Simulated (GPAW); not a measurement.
# Fe4 MgO2 Fe4 001: which magnetic order is lowest

Does Fe4 MgO2 Fe4 001 prefer parallel or opposed moments, or none?

Calculated with GPAW 26.7.0; PBE; plane waves with GPAW's PAW setups, scalar-relativistic.

**1. The starting structure**

The cell holds 12 atoms: 8 Fe, 2 Mg and 2 O. Its edges and angles: a = 2.978 Å, b = 2.978 Å, c = 26.389 Å, α = 90.0°, β = 90.0°, γ = 90.0°. metal(001) layers on top of O at 2.15 A, MgO layers 2.106 A apart, unrelaxed, 12 A of vacuum. Vacuum lies along c.

**2. Run 1 (ferro ++++++++)**

The parallel start comes first: it fits the smallest cell, keeps the most symmetry and shows whether parallel moments form.

order1.py reads:

```python
import json
import numpy as np
from ase import Atoms
from ase.parallel import paropen, parprint
from gpaw import GPAW

atoms = Atoms(['Fe', 'Fe', 'Fe', 'Fe', 'Mg', 'O', 'Mg', 'O', 'Fe', 'Fe', 'Fe', 'Fe'],
    cell=[[2.978, 0.0, 0.0],
         [0.0, 2.978, 0.0],
         [0.0, 0.0, 26.389326]],
    scaled_positions=[[0.0, 0.0, 0.227365],
         [0.5, 0.5, 0.277785],
         [0.0, 0.0, 0.328205],
         [0.5, 0.5, 0.378625],
         [0.0, 0.0, 0.460098],
         [0.5, 0.5, 0.460098],
         [0.5, 0.5, 0.539902],
         [0.0, 0.0, 0.539902],
         [0.0, 0.0, 0.621375],
         [0.5, 0.5, 0.671795],
         [0.0, 0.0, 0.722215],
         [0.5, 0.5, 0.772635]],
    pbc=True,
    magmoms=[2.6, 2.6, 2.6, 2.6, 0.0, 0.0, 0.0, 0.0, 2.6, 2.6, 2.6, 2.6])
atoms.calc = GPAW(mode={'name': 'pw', 'ecut': 600},
    xc='PBE',
    kpts={'size': (16, 16, 1), 'gamma': True},
    occupations={'name': 'fermi-dirac', 'width': 0.05},
    convergence={'density': 1e-05, 'energy': 1e-05},
    maxiter=200,
    mixer={'name': 'pulay', 'beta': 0.03, 'nmaxold': 8, 'weight': 100},
    symmetry={'tolerance': 1e-4},
    txt='order1.txt')
e = atoms.get_potential_energy(force_consistent=True)
res = {'free_energy': e, 'energy_sigma0': atoms.get_potential_energy(), 'fermi_energy': atoms.calc.get_fermi_level()}
res['moments'] = atoms.get_magnetic_moments().tolist()
res['total'] = atoms.get_magnetic_moment()
parprint('site moments (muB):', np.round(res['moments'], 3))
parprint(f"total moment: {res['total']:.3f} muB")
parprint(f'free energy: {e:.6f} eV')
atoms.calc.write('order1.gpw')
with paropen('results.json', 'w') as f:
    json.dump(res, f)
```

The run is started by

```bash
$ OMP_NUM_THREADS=1 mpirun -n 4 gpaw python order1.py > order1.log
```

Log:

```text
site moments (muB): [ 2.94   2.435  2.544  2.774 -0.006  0.02  -0.006  0.02   2.774  2.544
  2.435  2.94 ]
total moment: 21.658 muB
free energy: -91.279459 eV

--- order1.txt ---
Input parameters:
  mode=PW(ecut=600),
  convergence={'density': 1e-05, 'energy': 1e-05},
  kpts=MonkhorstPack(size=(16, 16, 1), gamma=True),
  maxiter=200,
  mixer=Pulay(name='pulay', nmaxold=8, beta=0.03, weight=100, sigma=0.015, g_ss=None),
  occupations=Occupations(name='fermi-dirac', width=0.05),
  symmetry=Symmetry(tolerance=0.0001),
  xc=XC(name='PBE')

Diagonalizing LCAO Hamiltonian
Converting LCAO to pw mode
   .------.
  /|      |
 * |      |
 | |      |
 | |      |
 | |      |
 | |      |
 | |      |
 | |  Fe  |
 | |      |
 | |      |
 Fe|      |
 | |  Fe  |
 | |      |
 Fe|      |
 | |      |
 | |  Mg  |
 O |      |
 | |  O   |
 Mg|      |
 | |      |
 | |  Fe  |
 | |      |
 Fe|      |
 | |  Fe  |
 | |      |
 | |      |
 Fe|      |
 | |      |
 | |      |
 | |      |
 | |      |
 | .------.
 |/      /
 *------*

Atoms  # Å, Bohr magnetons
|    | symbol |        x |        y |         z |    initial magnetic moments |
|----|--------|----------|----------|-----------|-----------------------------|
|  0 |     Fe | 0.000000 | 0.000000 |  6.000009 | ( 0.0000,  0.0000,  2.6000) |
|  1 |     Fe | 1.489000 | 1.489000 |  7.330559 | ( 0.0000,  0.0000,  2.6000) |
|  2 |     Fe | 0.000000 | 0.000000 |  8.661109 | ( 0.0000,  0.0000,  2.6000) |
|  3 |     Fe | 1.489000 | 1.489000 |  9.991659 | ( 0.0000,  0.0000,  2.6000) |
|  4 |     Mg | 0.000000 | 0.000000 | 12.141676 | ( 0.0000,  0.0000,  0.0000) |
|  5 |      O | 1.489000 | 1.489000 | 12.141676 | ( 0.0000,  0.0000,  0.0000) |
|  6 |     Mg | 1.489000 | 1.489000 | 14.247650 | ( 0.0000,  0.0000,  0.0000) |
|  7 |      O | 0.000000 | 0.000000 | 14.247650 | ( 0.0000,  0.0000,  0.0000) |
|  8 |     Fe | 0.000000 | 0.000000 | 16.397667 | ( 0.0000,  0.0000,  2.6000) |
|  9 |     Fe | 1.489000 | 1.489000 | 17.728217 | ( 0.0000,  0.0000,  2.6000) |
| 10 |     Fe | 0.000000 | 0.000000 | 19.058767 | ( 0.0000,  0.0000,  2.6000) |
| 11 |     Fe | 1.489000 | 1.489000 | 20.389317 | ( 0.0000,  0.0000,  2.6000) |

Unit cell  # Å
| periodic |        x |        y |         z |   lengths |    angles |
|----------|----------|----------|-----------|-----------|-----------|
|      yes | 2.978000 | 0.000000 |  0.000000 |  2.978000 | 90.000000 |
|      yes | 0.000000 | 2.978000 |  0.000000 |  2.978000 | 90.000000 |
|      yes | 0.000000 | 0.000000 | 26.389326 | 26.389326 | 90.000000 |

Number of symmetries: 8

BZ-sampling:
  Number of BZ points: 256
  Number of IBZ points: 45

  Monkhorst-Pack size: [16, 16, 1]
  Monkhorst-Pack shift: [0.03125, 0.03125, 0.0]

K-points  # in reciprocal-cell coordinates
|     |                                coordinates |     weight |
|-----|--------------------------------------------|------------|
|   0 | (  0.00000000,   0.00000000,   0.00000000) | 0.00390625 |
|   1 | (  0.06250000,   0.00000000,   0.00000000) | 0.01562500 |
|   2 | (  0.06250000,   0.06250000,   0.00000000) | 0.01562500 |
|   3 | (  0.12500000,   0.00000000,   0.00000000) | 0.01562500 |
|   4 | (  0.12500000,   0.06250000,   0.00000000) | 0.03125000 |
|   5 | (  0.12500000,   0.12500000,   0.00000000) | 0.01562500 |
|   6 | (  0.18750000,   0.00000000,   0.00000000) | 0.01562500 |
|   7 | (  0.18750000,   0.06250000,   0.00000000) | 0.03125000 |
|   8 | (  0.18750000,   0.12500000,   0.00000000) | 0.03125000 |
|   9 | (  0.18750000,   0.18750000,   0.00000000) | 0.01562500 |
| ... |                                            |            |
|  44 | (  0.50000000,   0.50000000,   0.00000000) | 0.00390625 |

Plane wave coefficients: 7890
Cutoff: 600.0 eV

Spin-components: 2 (collinear spins)
Bands:           75
Projectors:      68
Spin-degeneracy: 1
Datatype:        complex128

Parallelization:
  kpt:    4
  domain: 1
  band:   1

Density:
  Valence electrons: 96.0
  Components: 2
  Grid points: [ 18  18 150]
  Charge: 0.0  # |e|

Potential:
  Grid points: [ 18  18 150]

species:
  Fe:
    name:    Iron
    Z:       26.0
    valence: 8
    core:    18
    charge:  0.0  # [|e|]
    compensation charges:
      type: gauss
      rc: 0.33  # [Å]
      lmax: 2
    cutoffs:
      filter: 2.06  # [Å]
      core: 2.67  # [Å]
    projectors
    | kind |    occ | energy [eV] | rcut [Å] |
    |------|--------|-------------|----------|
    |   4s |  2.000 |      -5.291 |    1.164 |
    |   4p |  0.000 |      -1.326 |    1.058 |
    |   3d |  6.000 |      -7.505 |    1.058 |
    |    s |        |      21.920 |    1.164 |
    |    p |        |      25.885 |    1.058 |
    |    d |        |      19.706 |    1.058 |

    Using partial waves for Fe as LCAO basis

  Mg:
    name:    Magnesium
    Z:       12.0
    valence: 10
    core:    2
    charge:  0.0  # [|e|]
    compensation charges:
      type: gauss
      rc: 0.33  # [Å]
      lmax: 2
    cutoffs:
      filter: 1.86  # [Å]
      core: 0.54  # [Å]
    projectors
    | kind |    occ | energy [eV] | rcut [Å] |
    |------|--------|-------------|----------|
    |   2s |  2.000 |     -79.840 |    1.090 |
    |   3s |  2.000 |      -4.705 |    1.090 |
    |   2p |  6.000 |     -46.613 |    1.085 |
    |   3p |  0.000 |      -1.330 |    1.085 |
    |    d |        |       0.000 |    1.037 |

    Using partial waves for Mg as LCAO basis

  O:
    name:    Oxygen
    Z:       8.0
    valence: 6
    core:    2
    charge:  0.0  # [|e|]
    compensation charges:
      type: gauss
      rc: 0.21  # [Å]
      lmax: 2
    cutoffs:
      filter: 1.17  # [Å]
      core: 0.83  # [Å]
    projectors
    | kind |    occ | energy [eV] | rcut [Å] |
    |------|--------|-------------|----------|
    |   2s |  2.000 |     -23.961 |    0.688 |
    |   2p |  4.000 |      -9.029 |    0.598 |
    |    s |        |       3.251 |    0.688 |
    |    p |        |      18.182 |    0.598 |
    |    d |        |       0.000 |    0.619 |

    Using partial waves for O as LCAO basis

Reference energy: -291936.631179  # eV

eigensolver:
  PPCG
  Converge bands: occupied
  niter=2

density mixing:
  Pulay-Mixer
  Linear mixing parameters: 0.03
  Old densities: 8
  Fourier metric: weight=100, sigma=0.015

occupation numbers:
  Fermi-Dirac:
    width: 0.0500  # eV

poisson solver:
  ecut: 4800.0  # eV

xc functional:
  name: PBE with 2 nearest neighbor stencil

convergence criteria:
- Maximum integral of absolute [dens]ity change: 1e-05 electrons / valence electron
- Maximum [total energy] change in last 3 cyles: 1e-05 eV / valence electron
- Maximum integral of absolute [eigenst]ate change: 4e-08 eV^2 / valence electron
maximum number of iterations: 200

SCF iterations
|iter     |      energy | eigst |  dens |  magmom |
|---------|-------------|-------|-------|---------|
|iter:   1|       0s |  -95.564628 | +0.44 |       | +20.8370|
|iter:   2|      23s |  -93.971944 | -1.08 | -0.83 | +20.8574|
|iter:   3|      46s |  -93.340452 | -1.68 | -0.94 | +20.8693|
|iter:   4|      69s |  -92.775675 | -2.09 | -0.96 | +20.8762|
|iter:   5|      92s |  -90.759528 | -0.50 | -0.99 | +20.9462|
|iter:   6|     115s |  -90.746596 | -1.91 | -1.16 | +20.9484|
|iter:   7|     138s |  -90.677167 | -2.82 | -1.18 | +20.9529|
|iter:   8|     161s |  -90.681908 | -2.68 | -1.22 | +20.9981|
|iter:   9|     183s |  -90.875432 | -1.98 | -1.28 | +21.1114|
|iter:  10|     206s |  -90.839377 | -2.82 | -1.36 | +21.0973|
[... 34 iterations left out ...]
|iter:  45|     914s |  -91.233911c| -7.85c| -4.49 | +21.6577|
|iter:  46|     925s |  -91.233913c| -8.07c| -4.63 | +21.6578|
|iter:  47|     936s |  -91.233914c| -8.30c| -4.69 | +21.6579|
|iter:  48|     947s |  -91.233915c| -8.35c| -4.74 | +21.6580|
|iter:  49|     958s |  -91.233916c| -8.62c| -4.87 | +21.6581|
|iter:  50|     969s |  -91.233917c| -8.72c| -4.91 | +21.6582|
|iter:  51|     980s |  -91.233917c| -8.84c| -4.94 | +21.6582|
|iter:  52|     991s |  -91.233917c| -9.00c| -4.95 | +21.6582|
|iter:  53|    1002s |  -91.233917c| -9.23c| -4.97 | +21.6583|
|iter:  54|    1012s |  -91.233917c| -9.12c| -5.02c| +21.6583|

Converged in 54 steps
Energy contributions relative to reference atoms: (reference = -291936.631179)

Energy contributions:
  Kinetic:          95.692138
  Coulomb:         -79.641609
  Zero:              0.525896
  External:          0.000000
  Xc:             -107.764800
  Entropy:          -0.091084
  Spinorbit:         0.000000
  ----------------------------
  Free energy:     -91.279459
  Extrapolated:    -91.233917

dipole moment: (-41.641935, -41.641935, -0.001034)  # |e|*Ang

Total magnetic moment: (0.000000, 0.000000, 21.658308)

Local magnetic moments
|        x |        y |         z |
|----------|----------|-----------|
| 0.000000 | 0.000000 |  2.939950 |  # Fe   0
| 0.000000 | 0.000000 |  2.435244 |  # Fe   1
| 0.000000 | 0.000000 |  2.544236 |  # Fe   2
| 0.000000 | 0.000000 |  2.774037 |  # Fe   3
| 0.000000 | 0.000000 | -0.006381 |  # Mg   4
| 0.000000 | 0.000000 |  0.019919 |  # O    5
| 0.000000 | 0.000000 | -0.006381 |  # Mg   6
| 0.000000 | 0.000000 |  0.019919 |  # O    7
| 0.000000 | 0.000000 |  2.774037 |  # Fe   8
| 0.000000 | 0.000000 |  2.544240 |  # Fe   9
| 0.000000 | 0.000000 |  2.435251 |  # Fe  10
| 0.000000 | 0.000000 |  2.939950 |  # Fe  11

Fermi level: 3.863
Eigenvalues  # (at kpt = [0.000, 0.000, 0.000])
| band index |      eig [eV] | occ [0-1] |      eig [eV] | occ [0-1] |
|------------|---------------|-----------|---------------|-----------|
|          0 |       -72.258 |     1.000 |       -72.263 |     1.000 |
|        ... |               |           |               |           |
|         42 |         1.861 |     1.000 |         4.262 |     0.000 |
|         43 |         1.861 |     1.000 |         4.262 |     0.000 |
|         44 |         1.873 |     1.000 |         4.504 |     0.000 |
|         45 |         1.873 |     1.000 |         4.504 |     0.000 |
|         46 |         1.911 |     1.000 |         4.517 |     0.000 |
|         47 |         1.916 |     1.000 |         4.517 |     0.000 |
|         48 |         2.479 |     1.000 |         4.739 |     0.000 |
|         49 |         2.479 |     1.000 |         5.263 |     0.000 |
|         50 |         2.659 |     1.000 |         5.263 |     0.000 |
|         51 |         2.752 |     1.000 |         5.501 |     0.000 |
|         52 |         2.752 |     1.000 |         5.502 |     0.000 |
|         53 |         2.799 |     1.000 |         5.550 |     0.000 |
|         54 |         3.016 |     1.000 |         5.644 |     0.000 |
|         55 |         3.016 |     1.000 |         5.644 |     0.000 |
|         56 |         3.022 |     1.000 |         5.652 |     0.000 |
|        ... |               |           |               |           |
|         74 |        12.928 |     0.000 |        13.388 |     0.000 |

No gap
No difference between direct/indirect transitions
```

The job ended after 17 min (4 MPI ranks of Arm Neoverse V2, shared host; peak memory 2.1 GiB).

Spin moment in the augmentation sphere by atom:

```tsv
atom	spin moment in the augmentation sphere (μB)
Fe1	2.94
Fe2	2.44
Fe3	2.54
Fe4	2.77
Mg5	-0.01
O6	0.02
Mg7	-0.01
O8	0.02
Fe9	2.77
Fe10	2.54
Fe11	2.44
Fe12	2.94
```

Read from the output:

| Quantity | Value |
| --- | --- |
| magnetization | 21.66 μB |
| final state | ferromagnetic |

After 54 cycles the largest moment stands at 2.94 μB.

(Continued in part 2 of 2.)

[Logs and program files are shortened in this print: banners, set-up blocks, solver, clock and traceback lines can be left out without a mark of their own.]

[Logs are printed without paths, hosts, clocks, repeated set-up lines and the standing remarks that a program may print on its own settings, such as how far it seeks lower states.]

[Hosts, paths, dates, database ids (printed as entryN), source tags and the programs' standing remarks are cut or masked in the printed files.]

[Where a cell is said to come from a database of computed structures, the database is the Materials Project.]
